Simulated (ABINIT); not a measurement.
# GaP (F-43m) in ABINIT: notebook

One crystal, GaP, is run at these levels: PW91, WC, revPBE; tasks: band structure.

All numbers are computed with ABINIT 10.8.3 (patched build); they aren't measurements. Logs are shortened: lines on timing, memory, paths and dates and some standing lists are left out, and cuts for length are marked. The log counts tension as positive stress, the text compression.

**Measured values to compare with.**

“Stacking defects in GaP nanowires: Electronic structure and optical properties”, 2018, arxiv:1810.01194 quotes, for a bulk crystal of GaP at 10 K: band gap 2.34 eV (indirect).

The runs below are set against these values where they give the same quantity.

### Step 1. The structure

It takes space group F-43m (No. 216, cubic). Conventional cell: a = 5.451 Å, b = 5.451 Å, c = 5.451 Å, α = 90.00°, β = 90.00°, γ = 90.00°. Around Ga (site symmetry -43m) lie 4 P at 2.36 Å. Around P (site symmetry -43m) lie 4 Ga at 2.36 Å.

### Step 2. Band structure, PW91

File run.abi:

```
ndtset 2

pp_dirpath "./"
pseudos "Ga.upf, P.upf"

acell 3.8540855109 3.8540855109 3.8540855109 Angstrom
rprim
     0.0000000000     0.7071067812     0.7071067812
     0.7071067812     0.0000000000     0.7071067812
     0.7071067812     0.7071067812     0.0000000000
ntypat 2
znucl 31 15
natom 2
typat 1 2
xred
     0.0000000000     0.0000000000     0.0000000000
     0.7500000000     0.7500000000     0.7500000000

ecut 1088.455450 eV

ixc -109134

occopt 3
tsmear 0.00183747

nstep 100

iomode 3
prtwf 0
prteig 0
prtebands 0
enunit 1
prtden1 1

kptopt1 1
ngkpt1 8 8 8
nshiftk1 1
shiftk1 0.0 0.0 0.0
nband1 13
tolvrs1 1.0e-10

iscf2 -2
getden2 1
nband2 17
nbdbuf2 2
tolwfr2 1.0e-12
kptopt2 -9
ndivsm2 6
prteig2 1
kptbounds2
     0.0000000000     0.0000000000     0.0000000000
     0.5000000000     0.0000000000     0.5000000000
     0.5000000000     0.2500000000     0.7500000000
     0.3750000000     0.3750000000     0.7500000000
     0.0000000000     0.0000000000     0.0000000000
     0.5000000000     0.5000000000     0.5000000000
     0.6250000000     0.2500000000     0.6250000000
     0.5000000000     0.2500000000     0.7500000000
     0.5000000000     0.5000000000     0.5000000000
     0.3750000000     0.3750000000     0.7500000000
```

Potentials or basis: PseudoDojo NC SR PBE v0.4.1 standard.

The run is started by

```bash
$ abinit run.abi > log 2>&1
```

run.abo:

```text
.Version 10.8.3 of ABINIT
 DATASET    1 : space group F-4 3 m (#216); Bravais cF (face-center cubic)
================================================================================
 Values of the parameters that define the memory need for DATASET  1.
     intxc =       0    ionmov =       0      iscf =       7    lmnmax =       6
     lnmax =       6     mgfft =      45  mpssoang =       3    mqgrid =    3001
     natom =       2  nloc_mem =       1    nspden =       1   nspinor =       1
    nsppol =       1      nsym =      24    n1xccc =    2501    ntypat =       2
    occopt =       3   xclevel =       2
       mpw =        3327          nfft =       91125          nkpt =          29
================================================================================
================================================================================

 DATASET    2 : space group F-4 3 m (#216); Bravais cF (face-center cubic)
================================================================================
 Values of the parameters that define the memory need for DATASET  2.
     intxc =       0    ionmov =       0      iscf =      -2    lmnmax =       6
     lnmax =       6     mgfft =      45  mpssoang =       3    mqgrid =    3001
     natom =       2  nloc_mem =       1    nspden =       1   nspinor =       1
    nsppol =       1      nsym =      24    n1xccc =    2501    ntypat =       2
    occopt =       3   xclevel =       2
       mpw =        3327          nfft =       91125          nkpt =         103
================================================================================
================================================================================

--------------------------------------------------------------------------------
------------- Echo of variables that govern the present computation ------------
--------------------------------------------------------------------------------
 -outvars: echo values of preprocessed input variables --------
            acell      7.2831660814E+00  7.2831660814E+00  7.2831660814E+00 Bohr
              amu      6.97230000E+01  3.09737620E+01
             ecut      4.00000000E+01 Hartree
           enunit           1
           getden1          0
           getden2          1
             iscf1          7
             iscf2         -2
                       outvar_i_n : Printing only first  50 k-points.
              ixc     -109134
           jdtset        1    2
                       outvar_i_n : Printing only first  50 k-points.
           kptopt1          1
           kptopt2         -9
         kptrlatt        8    0    0      0    8    0      0    0    8
          kptrlen1     5.82653287E+01
          kptrlen2     3.00000000E+01
            natom           2
            nband1         13
            nband2         17
           nbdbuf1          0
           nbdbuf2          2
           ndtset           2
           ndivsm1          0
           ndivsm2          6
            ngfft          45      45      45
             nkpt1         29
             nkpt2        103
            nstep         100
             nsym          24
           ntypat           2
           occopt           3
        prtebands           0
           prteig1          0
           prteig2          1
            prtwf           0
            rprim      0.0000000000E+00  7.0710678120E-01  7.0710678120E-01
                       7.0710678120E-01  0.0000000000E+00  7.0710678120E-01
                       7.0710678120E-01  7.0710678120E-01  0.0000000000E+00
           shiftk1     0.00000000E+00  0.00000000E+00  0.00000000E+00
           shiftk2     5.00000000E-01  5.00000000E-01  5.00000000E-01
          spgroup         216
           tolvrs1     1.00000000E-10
           tolvrs2     0.00000000E+00
           tolwfr1     0.00000000E+00
           tolwfr2     1.00000000E-12
           tsmear      1.83747000E-03 Hartree
            typat      1  2
                       outvars : Printing only first  50 k-points.
[... 35 lines left out ...]
- [  5.1499761,   5.1499761,   0.0000000, ]
lattice_lengths: [   7.28317,    7.28317,    7.28317, ]
lattice_angles: [ 60.000,  60.000,  60.000, ] # degrees, (23, 13, 12)
lattice_volume:   2.7317795E+02
convergence: {deltae:  0.000E+00, res2:  0.000E+00, residm:  9.980E-13, diffor:  0.000E+00, }
etotal    :  -8.35111223E+01
entropy   :   0.00000000E+00
fermie    :   1.87349587E-01
cartesian_stress_tensor: null
pressure_GPa: null
xred      :
- [  0.0000E+00,   0.0000E+00,   0.0000E+00, Ga]
- [  7.5000E-01,   7.5000E-01,   7.5000E-01,  P]
cartesian_forces: null
force_length_stats: {min: null, max: null, mean: null, }
...

 Integrated electronic density in atomic spheres:
 ------------------------------------------------
 Atom  Sphere_radius  Integrated_density
    1        2.00000         10.82547939
    2        2.00000          2.80712350
================================================================================

 ----iterations are completed or convergence reached----

 Mean square residual over all n,k,spin=   54.097E-14; max=  99.797E-14
 reduced coordinates (array xred) for    2 atoms
       0.000000000000      0.000000000000      0.000000000000
       0.750000000000      0.750000000000      0.750000000000

 cartesian coordinates (angstrom) at end:
    1      0.00000000000000     0.00000000000000     0.00000000000000
    2      4.08787500012308     4.08787500012308     4.08787500012308
 length scales=  7.283166081430  7.283166081430  7.283166081430 bohr
              =  3.854085510900  3.854085510900  3.854085510900 angstroms
 Eigenvalues (   eV  ) for nkpt= 103  k points:
 kpt#   1, nband= 17, wtk=  1.00000, kpt=  0.0000  0.0000  0.0000 (reduced coord)
 -10.27158  -10.27158  -10.27158  -10.17319  -10.17319   -8.18624    4.31473    4.31473
   4.31473    6.08851    8.19819    8.19819    8.19819   13.08354   14.06380   14.06380
  16.76402
 kpt#   2, nband= 17, wtk=  1.00000, kpt=  0.0294  0.0000  0.0294 (reduced coord)
 -10.27296  -10.27106  -10.27105  -10.17341  -10.17301   -8.17114    4.16298    4.26955
   4.26955    6.23473    8.15429    8.25978    8.25978   13.16314   13.90713   14.07733
  16.79706
 kpt#   3, nband= 17, wtk=  1.00000, kpt=  0.0588  0.0000  0.0588 (reduced coord)
 -10.27700  -10.26949  -10.26949  -10.17406  -10.17246   -8.12596    3.80396    4.14267
   4.14267    6.57212    8.03433    8.43585    8.43585   13.37921   13.53103   14.11784
  16.89225
 kpt#   4, nband= 17, wtk=  1.00000, kpt=  0.0882  0.0000  0.0882 (reduced coord)
 -10.28336  -10.26694  -10.26694  -10.17519  -10.17158   -8.05114    3.35686    3.95466
   3.95466    6.95912    7.87412    8.70566    8.70566   13.01787   13.76113   14.18516
  17.04157
 kpt#   5, nband= 17, wtk=  1.00000, kpt=  0.1176  0.0000  0.1176 (reduced coord)
[... 381 lines left out ...]
   2.40555    6.86555    9.92411   11.23077   11.50538   13.86086   14.61985   18.02361
  18.89957
 kpt# 101, nband= 17, wtk=  1.00000, kpt=  0.4000  0.4000  0.7000 (reduced coord)
 -10.36662  -10.23167  -10.22095  -10.18640  -10.16375   -5.42912   -2.12911    0.42854
   2.27166    6.72298    9.86401   11.70543   11.73194   13.64698   14.51991   18.78161
  19.24447
 kpt# 102, nband= 17, wtk=  1.00000, kpt=  0.3875  0.3875  0.7250 (reduced coord)
 -10.36982  -10.22862  -10.21776  -10.18947  -10.16250   -5.32148   -2.18945    0.34726
   2.15571    6.59590    9.52502   12.17447   12.19227   13.50402   14.52067   19.05597
  19.94619
 kpt# 103, nband= 17, wtk=  1.00000, kpt=  0.3750  0.3750  0.7500 (reduced coord)
 -10.37259  -10.22596  -10.21552  -10.19212  -10.16101   -5.25652   -2.24987    0.38046
   2.06165    6.49458    9.10686   12.54605   12.55404   13.58898   14.67771   18.93650
  20.13089

== END DATASET(S) ==============================================================
================================================================================

 -outvars: echo values of variables after computation  --------
            acell      7.2831660814E+00  7.2831660814E+00  7.2831660814E+00 Bohr
           etotal1    -8.3511122320E+01
            fcart1     2.0913846262E-28  2.0913846262E-28 -6.2741538786E-28
                      -2.0913846262E-28 -2.0913846262E-28  6.2741538786E-28
            rprim      0.0000000000E+00  7.0710678120E-01  7.0710678120E-01
                       7.0710678120E-01  0.0000000000E+00  7.0710678120E-01
                       7.0710678120E-01  7.0710678120E-01  0.0000000000E+00
           strten1    -8.4923354330E-05 -8.4923354330E-05 -8.4923354330E-05
                       0.0000000000E+00  0.0000000000E+00  0.0000000000E+00
           xangst      0.0000000000E+00  0.0000000000E+00  0.0000000000E+00
                       4.0878750001E+00  4.0878750001E+00  4.0878750001E+00
             xred      0.0000000000E+00  0.0000000000E+00  0.0000000000E+00
                       7.5000000000E-01  7.5000000000E-01  7.5000000000E-01
 Calculation completed.
```

Run time: 3.2 min. Hardware: 1 thread of Arm Neoverse V1, shared host; peak memory 0.16 GiB.

Results:

| Item | Value |
| --- | --- |
| Free energy | -2272.4534 eV |
| Pressure | 2.5 GPa |
| Band gap on the k mesh | 1.63 eV, indirect (least direct gap 1.77 eV) |
| Band gap along the path | 1.59 eV, indirect (least direct gap 1.77 eV) |
| Valence electrons inside the program's atomic spheres | Ga 10.83; P 2.81 |

Levels at the corners of the path, in eV from the valence-band top:
| point | band 6 | band 7 | band 8 | band 9 | band 10 | band 11 | band 12 | band 13 |
| --- | --- | --- | --- | --- | --- | --- | --- | --- |
| Γ | -12.50 | 0.00 | 0.00 | 0.00 | 1.77 | 3.88 | 3.88 | 3.88 |
| X | -9.53 | -6.77 | -2.68 | -2.68 | 1.65 | 1.81 | 10.56 | 10.56 |
| W | -9.44 | -6.57 | -3.57 | -3.42 | 4.70 | 4.85 | 6.09 | 6.14 |
| K | -9.57 | -6.56 | -3.93 | -2.25 | 2.18 | 4.79 | 8.23 | 8.24 |
| Γ | -12.50 | 0.00 | 0.00 | 0.00 | 1.77 | 3.88 | 3.88 | 3.88 |
| L | -10.44 | -6.64 | -1.12 | -1.12 | 1.64 | 4.72 | 4.72 | 8.27 |
| U | -9.57 | -6.56 | -3.93 | -2.25 | 2.18 | 4.79 | 8.23 | 8.24 |
| W | -9.44 | -6.57 | -3.57 | -3.42 | 4.70 | 4.85 | 6.09 | 6.14 |
| L | -10.44 | -6.64 | -1.12 | -1.12 | 1.64 | 4.72 | 4.72 | 8.27 |
| K | -9.57 | -6.56 | -3.93 | -2.25 | 2.18 | 4.79 | 8.23 | 8.24 |

Caveat: the potentials were made for another functional, which shifts forces and pressure.

### Step 3. Band structure, WC

Changes to run.abi since step 2:

```diff
@@ -1,11 +1,14 @@
+# Datasets: ground state, then fixed potential
 ndtset 2
 
+# Pseudopotentials
 pp_dirpath "./"
-pseudos "Ga.upf, P.upf"
+pseudos "Ga.GGA_PBE-JTH.xml, P.GGA_PBE-JTH.xml"
 
-acell 3.8540855109 3.8540855109 3.8540855109 Angstrom
+# Structure
+acell 3*1.0 Angstrom
 rprim
-     0.0000000000     0.7071067812     0.7071067812
-     0.7071067812     0.0000000000     0.7071067812
-     0.7071067812     0.7071067812     0.0000000000
+     0.0000000000     2.7252500000     2.7252500000
+     2.7252500000     0.0000000000     2.7252500000
+     2.7252500000     2.7252500000     0.0000000000
 ntypat 2
@@ -18,6 +21,10 @@
 
-ecut 1088.455450 eV
+# Plane-wave basis
+ecut 544.227725 eV
+pawecutdg 40.0
 
-ixc -109134
+# Exchange and correlation
+ixc 23
 
+# Bands and occupations
 occopt 3
@@ -25,4 +32,6 @@
 
+# SCF cycle
 nstep 100
 
+# Output
 iomode 3
@@ -31,5 +40,5 @@
 prtebands 0
-enunit 1
 prtden1 1
 
+# Dataset 1
 kptopt1 1
@@ -39,4 +48,5 @@
 nband1 13
-tolvrs1 1.0e-10
+tolvrs1 1.0e-9
 
+# Dataset 2: bands along G-X-W-K-G-L-U-W-L-K
 iscf2 -2
@@ -49,2 +59,3 @@
 prteig2 1
+prtvol2 -3
 kptbounds2
```

Potentials or basis: JTH PAW PBE v2.0.

The run is started by

```bash
$ abinit run.abi > log 2>&1
```

Run time: 45 s. Hardware: 1 thread of Arm Neoverse V1, shared host; peak memory 0.13 GiB.

The run converged. Its results:

| Item | Value |
| --- | --- |
| Free energy | -2335.1929 eV |
| Pressure | -0.5 GPa |
| Band gap on the k mesh | 1.51 eV, indirect (least direct gap 1.70 eV) |
| Band gap along the path | 1.47 eV, indirect (least direct gap 1.70 eV) |
| Valence electrons inside the program's atomic spheres | Ga 11.08; P 1.59 |

Levels at the corners of the path, in eV from the valence-band top:
| point | band 6 | band 7 | band 8 | band 9 | band 10 | band 11 | band 12 | band 13 |
| --- | --- | --- | --- | --- | --- | --- | --- | --- |
| Γ | -12.53 | 0.00 | 0.00 | 0.00 | 1.70 | 3.84 | 3.84 | 3.84 |
| X | -9.53 | -6.81 | -2.71 | -2.71 | 1.51 | 1.71 | 10.52 | 10.52 |
| W | -9.43 | -6.60 | -3.62 | -3.47 | 4.60 | 4.82 | 6.01 | 6.04 |
| K | -9.57 | -6.60 | -3.99 | -2.28 | 2.07 | 4.72 | 8.17 | 8.19 |
| Γ | -12.53 | 0.00 | 0.00 | 0.00 | 1.70 | 3.84 | 3.84 | 3.84 |
| L | -10.44 | -6.70 | -1.13 | -1.13 | 1.57 | 4.66 | 4.66 | 8.07 |
| U | -9.57 | -6.60 | -3.99 | -2.28 | 2.07 | 4.72 | 8.17 | 8.19 |
| W | -9.43 | -6.60 | -3.62 | -3.47 | 4.60 | 4.82 | 6.01 | 6.04 |
| L | -10.44 | -6.70 | -1.13 | -1.13 | 1.57 | 4.66 | 4.66 | 8.07 |
| K | -9.57 | -6.60 | -3.99 | -2.28 | 2.07 | 4.72 | 8.17 | 8.19 |

Caveat: the PAW data sets were made with another functional, which shifts forces and pressure a little.

### Step 4. Band structure, revPBE

File run.abi:

```
ndtset 2

pp_dirpath "./"
pseudos "Ga.upf, P.upf"

acell 3*1.0
rprim
     0.0000000000     5.1499761211     5.1499761211
     5.1499761211     0.0000000000     5.1499761211
     5.1499761211     5.1499761211     0.0000000000
ntypat 2
znucl 31 15
natom 2
typat 1 2
xred
     0.0000000000     0.0000000000     0.0000000000
     0.7500000000     0.7500000000     0.7500000000

ecut 40.0

ixc 14

occopt 3
tsmear 0.05 eV

nstep 100

iomode 3
prtwf 0
prteig 0
prtebands 0
prtden1 1

kptopt1 1
ngkpt1 8 8 8
nshiftk1 1
shiftk1 0.0 0.0 0.0
nband1 13
tolvrs1 1.0e-10

iscf2 -2
getden2 1
nband2 17
nbdbuf2 2
tolwfr2 1.0e-12
kptopt2 -9
ndivsm2 5
prteig2 1
prtvol2 -3
kptbounds2
     0.0000000000     0.0000000000     0.0000000000
     0.5000000000     0.0000000000     0.5000000000
     0.5000000000     0.2500000000     0.7500000000
     0.3750000000     0.3750000000     0.7500000000
     0.0000000000     0.0000000000     0.0000000000
     0.5000000000     0.5000000000     0.5000000000
     0.6250000000     0.2500000000     0.6250000000
     0.5000000000     0.2500000000     0.7500000000
     0.5000000000     0.5000000000     0.5000000000
     0.3750000000     0.3750000000     0.7500000000
```

Potentials or basis: PseudoDojo NC SR PBE v0.4.1 standard.

The run is started by

```bash
$ abinit run.abi > log 2>&1
```

Wall time 2.9 min (1 thread of Arm Neoverse V1, shared host); peak memory 0.15 GiB.

It converged, with:

```yaml
Free_energy: -2271.5152 eV
Pressure: 4.2 GPa
Band_gap_on_the_k_mesh: 1.73 eV, indirect (least direct gap 1.92 eV)
Band_gap_along_the_path: 1.68 eV, indirect (least direct gap 1.92 eV)
Valence_electrons_inside_the_program's_atomic_spheres: Ga 10.81; P 2.82
```

Levels at the corners of the path, in eV from the valence-band top:
| point | band 5 | band 6 | band 7 | band 8 | band 9 | band 10 | band 11 | band 12 | band 13 | band 14 |
| --- | --- | --- | --- | --- | --- | --- | --- | --- | --- | --- |
| Γ | -14.49 | -12.46 | 0.00 | 0.00 | 0.00 | 1.92 | 3.94 | 3.94 | 3.94 | 9.01 |
| X | -14.46 | -9.53 | -6.68 | -2.66 | -2.66 | 1.73 | 1.91 | 10.63 | 10.63 | 11.28 |
| W | -14.48 | -9.44 | -6.47 | -3.54 | -3.38 | 4.76 | 4.91 | 6.17 | 6.24 | 11.66 |
| K | -14.47 | -9.56 | -6.47 | -3.90 | -2.23 | 2.27 | 4.86 | 8.27 | 8.33 | 9.38 |
| Γ | -14.49 | -12.46 | 0.00 | 0.00 | 0.00 | 1.92 | 3.94 | 3.94 | 3.94 | 9.01 |
| L | -14.48 | -10.41 | -6.57 | -1.11 | -1.11 | 1.76 | 4.76 | 4.76 | 8.41 | 11.01 |
| U | -14.47 | -9.56 | -6.47 | -3.90 | -2.23 | 2.27 | 4.86 | 8.27 | 8.33 | 9.38 |
| W | -14.48 | -9.44 | -6.47 | -3.54 | -3.38 | 4.76 | 4.91 | 6.17 | 6.24 | 11.66 |
| L | -14.48 | -10.41 | -6.57 | -1.11 | -1.11 | 1.76 | 4.76 | 4.76 | 8.41 | 11.01 |
| K | -14.47 | -9.56 | -6.47 | -3.90 | -2.23 | 2.27 | 4.86 | 8.27 | 8.33 | 9.38 |

Caveat: the potentials were made for another functional, which shifts forces and pressure.

### Step 5. Overview

| level | potentials or basis | cutoff (eV) | fine-grid cutoff | gap on the mesh (eV) | pressure (GPa) |
| --- | --- | --- | --- | --- | --- |
| PW91 | PseudoDojo NC SR PBE v0.4.1 standard | 1088 | - | 1.63 | 2.5 |
| WC | JTH PAW PBE v2.0 | 544 | 1088.46 eV | 1.51 | -0.5 |
| revPBE | PseudoDojo NC SR PBE v0.4.1 standard | 1088 | - | 1.73 | 4.2 |

Alike in all rows: task band structure; no spin polarisation; cell as given; k mesh 8 × 8 × 8; smearing fermi-dirac 0.05 eV.

Caveats: the potentials were made for another functional, which shifts forces and pressure (some runs); the PAW data sets were made with another functional, which shifts forces and pressure a little (some runs).

Absolute energies hang on the potentials; compare differences alone.

### Step 6. Against experiment

Step 2. Measured gap of GaP: 2.34 eV (indirect; 10 K; quoted in “Stacking defects in GaP nanowires: Electronic structure and optical properties”, 2018, arxiv:1810.01194). This calculation gives 1.59 eV (-0.75 eV). Spin-orbit coupling on Ga is left out. The value is that of PW91, without temperature or zero-point motion. Semilocal functionals fall short of measured gaps as a rule.

Step 3. A measured gap of GaP is 2.34 eV (indirect; 10 K; quoted in “Stacking defects in GaP nanowires: Electronic structure and optical properties”, 2018, arxiv:1810.01194); the calculated 1.47 eV misses it by -0.87 eV. Spin-orbit coupling on Ga is left out. The value is that of WC, without temperature or zero-point motion. Semilocal functionals fall short of measured gaps as a rule.

Step 4. Against the measured gap of GaP, 2.34 eV (indirect; 10 K; quoted in “Stacking defects in GaP nanowires: Electronic structure and optical properties”, 2018, arxiv:1810.01194), the calculated 1.68 eV is off by -0.66 eV. Spin-orbit coupling on Ga is left out. The value is that of revPBE, without temperature or zero-point motion. Semilocal functionals fall short of measured gaps as a rule.
